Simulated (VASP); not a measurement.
# BeTe (F-43m) in VASP: notebook, part 2 of 2

VASP 6.6.1. The steps go on from the part before.

## (4) Band structure, r2SCAN, spin-orbit coupling, no magnetisation

File INCAR:

```
ALGO     = Normal         # electronic algorithm
EDIFF    = 1E-6           # SCF threshold, eV
ENCUT    = 520            # plane-wave cutoff, eV
GGA_COMPAT= False        
ISIF     = 2              # what is computed and relaxed
ISMEAR   = 0              # smearing method
KPAR     = 2            
LASPH    = True           # aspherical terms in the spheres
LCHARG   = False          # write CHGCAR
LMIXTAU  = True         
LORBIT   = 11             # projections on sites
LREAL    = False          # projectors in reciprocal space
LSORBIT  = True           # spin-orbit coupling
LWAVE    = False          # write WAVECAR
MAGMOM   = 0 0 0 0 0 0    # initial moments
METAGGA  = R2SCAN         # meta-GGA
NELM     = 60             # most SCF steps
PREC     = Accurate       # precision mode
SIGMA    = 0.02           # smearing width, eV
```

File KPOINTS:

```
k-points
0
Gamma
  6 6 6
```

File POSCAR:

```
BeTe
1.0
    0.0000000000      2.7700000000      2.7700000000
    2.7700000000      0.0000000000      2.7700000000
    2.7700000000      2.7700000000      0.0000000000
Te Be
1 1
Direct
    0.7500000000      0.7500000000      0.7500000000
    0.0000000000      0.0000000000      0.0000000000
```

File KPOINTS_OPT:

```
path GXWKGLUWLK,UX
10
line-mode
reciprocal
 0.0000000000  0.0000000000  0.0000000000  G
 0.5000000000  0.0000000000  0.5000000000  X

 0.5000000000  0.0000000000  0.5000000000  X
 0.5000000000  0.2500000000  0.7500000000  W

 0.5000000000  0.2500000000  0.7500000000  W
 0.3750000000  0.3750000000  0.7500000000  K

 0.3750000000  0.3750000000  0.7500000000  K
 0.0000000000  0.0000000000  0.0000000000  G

 0.0000000000  0.0000000000  0.0000000000  G
 0.5000000000  0.5000000000  0.5000000000  L

 0.5000000000  0.5000000000  0.5000000000  L
 0.6250000000  0.2500000000  0.6250000000  U

 0.6250000000  0.2500000000  0.6250000000  U
 0.5000000000  0.2500000000  0.7500000000  W

 0.5000000000  0.2500000000  0.7500000000  W
 0.5000000000  0.5000000000  0.5000000000  L

 0.5000000000  0.5000000000  0.5000000000  L
 0.3750000000  0.3750000000  0.7500000000  K

 0.6250000000  0.2500000000  0.6250000000  U
 0.5000000000  0.0000000000  0.5000000000  X
```

Potentials or basis: VASP PAW PBE potentials, release 64 (Te, Be).

Run with:

```bash
cat potpaw_PBE.64/Te/POTCAR potpaw_PBE.64/Be/POTCAR > POTCAR
mpirun -np 2 vasp_ncl > vasp.out
```

OUTCAR:

```text
EDIFF = 1E-6
   ENCUT = 520
   ISIF = 2
   ISMEAR = 0
   LASPH = True
   LORBIT = 11
   LREAL = False
   LSORBIT = True
   METAGGA = R2SCAN
   NELM = 60
   PREC = Accurate

 ion  position               nearest neighbor table
   1  0.750  0.750  0.750-   2 2.40   2 2.40   2 2.40   2 2.40
   2  0.000  0.000  0.000-   1 2.40   1 2.40   1 2.40   1 2.40

  LATTYP: Found a face centered cubic cell.
 ALAT       =     5.5400000000

  Lattice vectors:

 A1 = (   0.0000000000,   2.7700000000,   2.7700000000)
 A2 = (   2.7700000000,   0.0000000000,   2.7700000000)
 A3 = (   2.7700000000,   2.7700000000,   0.0000000000)

Analysis of symmetry for initial positions (statically):
=====================================================================
 Subroutine PRICEL returns:
 Original cell was already a primitive cell.

 Routine SETGRP: Setting up the symmetry group for a
 face centered cubic supercell.

 Subroutine GETGRP returns: Found 24 space group operations
 (whereof 24 operations were pure point group operations)
 out of a pool of 48 trial point group operations.

The static configuration has the point symmetry T_d .

Analysis of symmetry for dynamics (positions and initial velocities):
=====================================================================
 Subroutine PRICEL returns:
 Original cell was already a primitive cell.

 Routine SETGRP: Setting up the symmetry group for a
 face centered cubic supercell.

 Subroutine GETGRP returns: Found 24 space group operations
 (whereof 24 operations were pure point group operations)
 out of a pool of 48 trial point group operations.

The dynamic configuration has the point symmetry T_d .

Analysis of structural, dynamic, and magnetic symmetry:
=====================================================================
 Subroutine PRICEL returns:
 Original cell was already a primitive cell.

 Routine SETGRP: Setting up the symmetry group for a
 face centered cubic supercell.

 Subroutine GETGRP returns: Found 24 space group operations
 (whereof 24 operations were pure point group operations)
 out of a pool of 48 trial point group operations.

The overall configuration has the point symmetry T_d .

 Subroutine INISYM returns: Found 24 space group operations
 (whereof 24 operations are pure point group operations),
 and found     1 'primitive' translations

----------------------------------------------------------------------------------------

                                     Primitive cell

  volume of cell :      42.5079

  direct lattice vectors                    reciprocal lattice vectors
     0.000000000  2.770000000  2.770000000    -0.180505415  0.180505415  0.180505415
     2.770000000  0.000000000  2.770000000     0.180505415 -0.180505415  0.180505415
     2.770000000  2.770000000  0.000000000     0.180505415  0.180505415 -0.180505415

  length of vectors
     3.917371568  3.917371568  3.917371568     0.312644550  0.312644550  0.312644550

  position of ions in fractional coordinates (direct lattice)
     0.750000000  0.750000000  0.750000000
     0.000000000  0.000000000  0.000000000
[... 128 lines left out ...]

 E-fermi :   5.8986     XC(G=0):  -9.6859

 val. band max:        5.8113032375   @ k =   0.0000   0.0000   0.0000
 cond. band min:       7.7217287477   @ k =   0.5000   0.5000   0.0000
 fundamental gap:      1.9104255102
 Fermi energy:         5.8985871603

 k-point     1 :       0.0000    0.0000    0.0000
  band No.  band energies     occupation
      1      -7.6224      1.00000
      2      -7.6224      1.00000
      3       4.8910      1.00000
      4       4.8910      1.00000
      5       5.8113      1.00000
      6       5.8113      1.00000
[... 395 lines left out ...]
      3       0.1394      1.00000
      4       0.3016      1.00000
      5       1.5641      1.00000
      6       1.8325      1.00000
[... 8 lines left out ...]
     15      13.9071      0.00000
     16      14.0049      0.00000

------------------------ aborting loop because EDIFF is reached ----------------------------------------

  FORCE on cell =-STRESS in cart. coord.  units (eV):
  Direction    XX          YY          ZZ          XY          YZ          ZX
  --------------------------------------------------------------------------------------
  -------------------------------------------------------------------------------------
  Total        1.2050026      1.2050026      1.2050026     -0.0000000      0.0000000     -0.0000000
  in kB       45.4181304     45.4181304     45.4181304     -0.0000000      0.0000000     -0.0000000
  external PRESSURE =      45.4181304 kB  Pullay stress =       0.0000000 kB

 VOLUME and BASIS-vectors are now :
 -----------------------------------------------------------------------------
  energy-cutoff  :      520.00
  volume of cell :       42.51
      direct lattice vectors                 reciprocal lattice vectors
     0.000000000  2.770000000  2.770000000    -0.180505415  0.180505415  0.180505415
     2.770000000  0.000000000  2.770000000     0.180505415 -0.180505415  0.180505415
     2.770000000  2.770000000  0.000000000     0.180505415  0.180505415 -0.180505415

 POSITION                                       TOTAL-FORCE (eV/Angst)
 -----------------------------------------------------------------------------------
      4.15500      4.15500      4.15500         0.000000      0.000000      0.000000
      0.00000      0.00000      0.00000        -0.000000     -0.000000     -0.000000
 -----------------------------------------------------------------------------------
    total drift:                               -0.000000     -0.000000     -0.000000

  FREE ENERGIE OF THE ION-ELECTRON SYSTEM (eV)
  ---------------------------------------------------
  free  energy   TOTEN  =       -30.7205325247 eV

  energy  without entropy=      -30.7205325247  energy(sigma->0) =      -30.72053252

 Spin-Orbit-Coupling matrix elements

 Ion:    1  E_soc:     -0.1608693
 l=   1
     0.0000000    -0.0266757    -0.0266757
    -0.0266757     0.0000000    -0.0266757
    -0.0266757    -0.0266757     0.0000000
 l=   2
     0.0000000    -0.0000584     0.0000000    -0.0000584    -0.0000774
    -0.0000584     0.0000000    -0.0000581    -0.0000584    -0.0000194
     0.0000000    -0.0000581     0.0000000    -0.0000581     0.0000000
    -0.0000584    -0.0000584    -0.0000581     0.0000000    -0.0000194
    -0.0000774    -0.0000194     0.0000000    -0.0000194     0.0000000
 l=   3
     0.0000000     0.0000000     0.0000000     0.0000000     0.0000000     0.0000000     0.0000000
     0.0000000     0.0000000     0.0000000     0.0000000     0.0000000     0.0000000     0.0000000
     0.0000000     0.0000000     0.0000000     0.0000000     0.0000000     0.0000000     0.0000000
     0.0000000     0.0000000     0.0000000     0.0000000     0.0000000     0.0000000     0.0000000
     0.0000000     0.0000000     0.0000000     0.0000000     0.0000000     0.0000000     0.0000000
     0.0000000     0.0000000     0.0000000     0.0000000     0.0000000     0.0000000     0.0000000
     0.0000000     0.0000000     0.0000000     0.0000000     0.0000000     0.0000000     0.0000000

 Ion:    2  E_soc:     -0.0000075
 l=   1
     0.0000000    -0.0000013    -0.0000013
    -0.0000013     0.0000000    -0.0000013
    -0.0000013    -0.0000013     0.0000000
 l=   2
     0.0000000     0.0000000     0.0000000     0.0000000     0.0000000
     0.0000000     0.0000000     0.0000000     0.0000000     0.0000000
     0.0000000     0.0000000     0.0000000     0.0000000     0.0000000
     0.0000000     0.0000000     0.0000000     0.0000000     0.0000000
     0.0000000     0.0000000     0.0000000     0.0000000     0.0000000
 l=   3
     0.0000000     0.0000000     0.0000000     0.0000000     0.0000000     0.0000000     0.0000000
     0.0000000     0.0000000     0.0000000     0.0000000     0.0000000     0.0000000     0.0000000
     0.0000000     0.0000000     0.0000000     0.0000000     0.0000000     0.0000000     0.0000000
     0.0000000     0.0000000     0.0000000     0.0000000     0.0000000     0.0000000     0.0000000
     0.0000000     0.0000000     0.0000000     0.0000000     0.0000000     0.0000000     0.0000000
     0.0000000     0.0000000     0.0000000     0.0000000     0.0000000     0.0000000     0.0000000
     0.0000000     0.0000000     0.0000000     0.0000000     0.0000000     0.0000000     0.0000000

 total charge

# of ion       s       p       d       tot
------------------------------------------
    1        1.336   2.227   0.038   3.601
    2        0.378   0.596   0.000   0.974
--------------------------------------------------
tot          1.714   2.822   0.038   4.575

 magnetization (x)

# of ion       s       p       d       tot
------------------------------------------
    1        0.000   0.000   0.000   0.000
    2       -0.000  -0.000   0.000  -0.000
--------------------------------------------------
tot         -0.000  -0.000   0.000  -0.000

 magnetization (y)

# of ion       s       p       d       tot
------------------------------------------
    1        0.000  -0.000  -0.000  -0.000
    2        0.000  -0.000   0.000  -0.000
--------------------------------------------------
tot          0.000  -0.000  -0.000  -0.000

 magnetization (z)

# of ion       s       p       d       tot
------------------------------------------
    1       -0.000   0.000   0.000   0.000
    2       -0.000   0.000   0.000  -0.000
--------------------------------------------------
tot         -0.000   0.000   0.000  -0.000
```

Wall time 8.5 min (2 MPI ranks of Intel Xeon Platinum 8259CL at 2.50GHz (Skylake/Cascade Lake), shared host); peak memory 0.33 GiB.

Results:

* Free energy: -30.7205 eV
* Pressure: 4.5 GPa
* Valence electrons inside the program's atomic spheres: Te 3.60; Be 0.97

Caveat: the PAW data sets were made with another functional, which shifts forces and pressure a little.

## (5) Band structure, TB-mBJ, spin-orbit coupling, no magnetisation

POSCAR is that of step 4.

File INCAR.step1:

```
ALGO     = Normal         # electronic algorithm
EDIFF    = 1E-5           # SCF threshold, eV
ENCUT    = 520            # plane-wave cutoff, eV
GGA      = PE             # functional
GGA_COMPAT= False        
ISIF     = 2              # what is computed and relaxed
ISMEAR   = 0              # smearing method
KPAR     = 2            
LASPH    = True           # aspherical terms in the spheres
LCHARG   = False          # write CHGCAR
LORBIT   = 11             # projections on sites
LREAL    = False          # projectors in reciprocal space
LSORBIT  = True           # spin-orbit coupling
LWAVE    = True           # write WAVECAR
MAGMOM   = 0 0 0 0 0 0    # initial moments
NELM     = 60             # most SCF steps
PREC     = Accurate       # precision mode
SIGMA    = 0.02           # smearing width, eV
```

File INCAR.step2:

```
ALGO     = Normal         # electronic algorithm
EDIFF    = 1E-6           # SCF threshold, eV
ENCUT    = 520            # plane-wave cutoff, eV
GGA_COMPAT= False        
ISIF     = 2              # what is computed and relaxed
ISMEAR   = 0              # smearing method
ISTART   = 1            
KPAR     = 2            
LASPH    = True           # aspherical terms in the spheres
LCHARG   = False          # write CHGCAR
LORBIT   = 11             # projections on sites
LREAL    = False          # projectors in reciprocal space
LSORBIT  = True           # spin-orbit coupling
LWAVE    = False          # write WAVECAR
MAGMOM   = 0 0 0 0 0 0    # initial moments
METAGGA  = MBJ            # meta-GGA
NELM     = 60             # most SCF steps
PREC     = Accurate       # precision mode
SIGMA    = 0.02           # smearing width, eV
```

KPOINTS is that of step 4.

KPOINTS_OPT is that of step 4.

Run with:

```bash
cat potpaw_PBE.64/Te/POTCAR potpaw_PBE.64/Be/POTCAR > POTCAR
cp INCAR.step1 INCAR
mpirun -np 2 vasp_ncl > vasp.out
cp INCAR.step2 INCAR
mpirun -np 2 vasp_ncl > vasp.out
```

Wall time 3.5 min (2 MPI ranks of Intel Xeon Platinum 8259CL at 2.50GHz (Skylake/Cascade Lake), shared host); peak memory 0.31 GiB.

The run converged. Its results:

| Property | Result |
| --- | --- |
| Valence electrons inside the program's atomic spheres | Te 3.62; Be 0.85 |

Caveat: the PAW data sets were made with another functional, which shifts forces and pressure a little.

## (6) G0W0 quasiparticle levels, LDA

POSCAR is that of step 5.

File INCAR.step1:

```
PREC = Accurate
ENCUT = 500
EDIFF = 1E-8
ISMEAR = 0
SIGMA = 0.01
LREAL = F
LASPH = T
NELM = 60
ALGO = Normal
LWAVE = T
LCHARG = F
KPAR = 4
```

File INCAR.step2:

```
PREC = Accurate
ENCUT = 500
EDIFF = 1E-8
ISMEAR = 0
SIGMA = 0.01
LREAL = F
LASPH = T
NELM = 1
ALGO = Exact
LWAVE = T
LCHARG = F
NBANDS = 277
LOPTICS = T
ISTART = 1
KPAR = 4
```

File INCAR.step3:

```
PREC = Accurate
ENCUT = 500
EDIFF = 1E-8
ISMEAR = 0
SIGMA = 0.01
LREAL = F
LASPH = T
ALGO = EVGW0
LWAVE = F
LCHARG = F
NELMGW = 1
NBANDS = 277
ENCUTGW = 200
NOMEGA = 50
PRECFOCK = Fast
ISTART = 1
NBANDSGW = 12
KPAR = 4
```

File KPOINTS:

```
regular mesh
0
Gamma
  4 4 4
```

Potentials or basis: VASP PAW LDA potentials, release 64 (Te_GW, Be_GW).

Run with:

```bash
cat potpaw_LDA.64/Te_GW/POTCAR potpaw_LDA.64/Be_GW/POTCAR > POTCAR
cp INCAR.step1 INCAR
mpirun -np 4 vasp_std > vasp.out
cp INCAR.step2 INCAR
mpirun -np 4 vasp_std > vasp.out
cp INCAR.step3 INCAR
mpirun -np 4 vasp_std > vasp.out
```

OUTCAR:

```text
PREC = Accurate
   ENCUT = 500
   EDIFF = 1E-8
   ISMEAR = 0
   LREAL = F
   LASPH = T
   NELMGW = 1
   ENCUTGW = 200
   PRECFOCK = Fast
   ISTART = 1

 ion  position               nearest neighbor table
   1  0.750  0.750  0.750-   2 2.40   2 2.40   2 2.40   2 2.40
   2  0.000  0.000  0.000-   1 2.40   1 2.40   1 2.40   1 2.40

[... 182 lines left out ...]
      2       5.2974       4.6498     -12.2380     -11.4175     -13.0443       0.7892       2.0000       0.0250
      3       5.2974       4.6498     -12.2380     -11.4175     -13.0443       0.7892       2.0000       0.0250
      4       5.2974       4.6498     -12.2380     -11.4175     -13.0443       0.7892       2.0000       0.0250
      5       8.8403       9.2610      -9.1837      -9.7286      -4.8974       0.7721       0.0000      -0.0962
      6       8.8403       9.2610      -9.1837      -9.7286      -4.8974       0.7721       0.0000      -0.0962
      7       8.8403       9.2610      -9.1837      -9.7286      -4.8974       0.7721       0.0000      -0.0962
      8       9.3795       9.9533      -9.2372      -9.9780      -4.6076       0.7745       0.0000      -0.1239
      9      13.5365      13.7835      -8.1697      -8.5005      -2.5687       0.7468       0.0000      -0.2287
     10      15.9131      16.1730      -9.1950      -9.5380      -3.8356       0.7578       0.0000      -0.2667
     11      15.9131      16.1730      -9.1950      -9.5380      -3.8356       0.7578       0.0000      -0.2667
     12      16.5341      16.7687      -8.0244      -8.3300      -2.2042       0.7676       0.0000      -0.4844
[... 100 lines left out ...]
      1      -5.3206      -5.8979     -12.6597     -11.8593     -17.4438       0.7212       2.0000       0.7919
      2       0.5421      -0.3168     -11.5571     -10.3782     -14.1633       0.7286       2.0000       0.1229
      3       1.3064       0.5714     -11.1050     -10.1253     -13.1448       0.7502       2.0000       0.0747
      4       1.8202       1.1196     -11.0345     -10.1080     -12.8128       0.7562       2.0000       0.0596
      5      10.5215      10.7482      -8.8525      -9.1436      -4.4380       0.7787       0.0000      -0.1146
      6      10.7451      11.1031      -8.6775      -9.1433      -3.9424       0.7685       0.0000      -0.1213
      7      10.8865      11.4302      -9.0149      -9.7351      -3.8803       0.7550       0.0000      -0.1457
      8      11.7094      12.0490      -9.7257     -10.1778      -4.6386       0.7512       0.0000      -0.1582
      9      16.4631      16.9579      -9.5448     -10.2198      -3.2353       0.7331       0.0000      -0.4233
     10      17.3089      17.6609      -9.8910     -10.3660      -3.5672       0.7411       0.0000      -0.5218
     11      18.4597      18.9003      -9.0351      -9.6219      -2.7457       0.7508       0.0000      -0.5360
     12      19.4745      19.8764      -9.2887      -9.8117      -2.9560       0.7685       0.0000      -0.6950
```

OUTCAR.step1:

```text
PREC = Accurate
   ENCUT = 500
   EDIFF = 1E-8
   ISMEAR = 0
   LREAL = F
   LASPH = T
[... 289 lines left out ...]
 -----------------------------------------------------------------------------------
      4.15500      4.15500      4.15500        -0.000000      0.000000     -0.000000
      0.00000      0.00000      0.00000         0.000000     -0.000000      0.000000
 -----------------------------------------------------------------------------------
    total drift:                               -0.000000     -0.000000     -0.000000

  FREE ENERGIE OF THE ION-ELECTRON SYSTEM (eV)
  ---------------------------------------------------
  free  energy   TOTEN  =        -8.6516124664 eV

  energy  without entropy=       -8.6516124664  energy(sigma->0) =       -8.65161247
```

Run time: 54 s. Hardware: 4 MPI ranks of Intel Xeon Platinum 8488C (Sapphire Rapids), shared host; peak memory 0.57 GiB.

Results:

* Band gap on the k mesh, mean-field level: 1.74 eV, indirect (least direct gap 3.54 eV)
* Quasiparticle gap: 2.66 eV
* Least direct quasiparticle gap: 4.61 eV

Caveat: the k mesh is coarse (spacing up to 0.49 Å⁻¹), so the values aren't converged; bands, screening cutoff and mesh are small and nothing is extrapolated, so the quasiparticle values aren't converged; spin-orbit coupling is left out, which moves the levels of the heavy elements.

## (7) For comparison

An earlier run on the cell as given: functional PBEsol; potentials or basis VASP PAW PBE potentials, release 64 (Te, Be); cutoff 520 eV; k mesh 8 × 8 × 8; occupations fermi-dirac, width 0.05 eV; no spin polarisation.

- Pressure: 2.5 GPa
- Band gap on the k mesh: 1.73 eV, indirect (least direct gap 3.55 eV)

## (8) Summary

```csv
task,level,potentials or basis,spin,k mesh,cutoff (eV),smearing,GW scheme,GW iterations,cutoff of the response function,frequency points,empty bands,mesh quality,pressure (GPa)
band structure,PBE,"VASP PAW PBE potentials, release 64 (Te, Be)","SOC, no magnetisation",6 × 6 × 6,520,gaussian 0.02 eV,-,-,-,-,-,not flagged,4.6
band structure,LDA,"VASP PAW LDA potentials, release 64 (Te, Be)","SOC, no magnetisation",6 × 6 × 6,520,gaussian 0.02 eV,-,-,-,-,-,not flagged,0.9
band structure,r2SCAN,"VASP PAW PBE potentials, release 64 (Te, Be)","SOC, no magnetisation",6 × 6 × 6,520,gaussian 0.02 eV,-,-,-,-,-,not flagged,4.5
band structure,TB-mBJ,"VASP PAW PBE potentials, release 64 (Te, Be)","SOC, no magnetisation",6 × 6 × 6,520,gaussian 0.02 eV,-,-,-,-,-,not flagged,-
G0W0 quasiparticle levels,LDA,"VASP PAW LDA potentials, release 64 (Te_GW, Be_GW)",off,4 × 4 × 4,500,gaussian 0.01 eV,G0W0,1,200,50,273,coarse,-
single point,PBEsol,"VASP PAW PBE potentials, release 64 (Te, Be)",off,8 × 8 × 8,520,fermi-dirac 0.05 eV,-,-,-,-,-,not flagged,2.5
```

Alike in all rows: cell as given.

Caveats: some runs use coarse meshes; the PAW data sets were made with another functional, which shifts forces and pressure a little (some runs); spin-orbit coupling is left out, which moves the levels of the heavy elements (some runs); bands, screening cutoff and mesh are small and nothing is extrapolated, so the quasiparticle values aren't converged (some runs).

Total energies depend on the potentials used, so only differences within one code and one set of settings carry meaning.
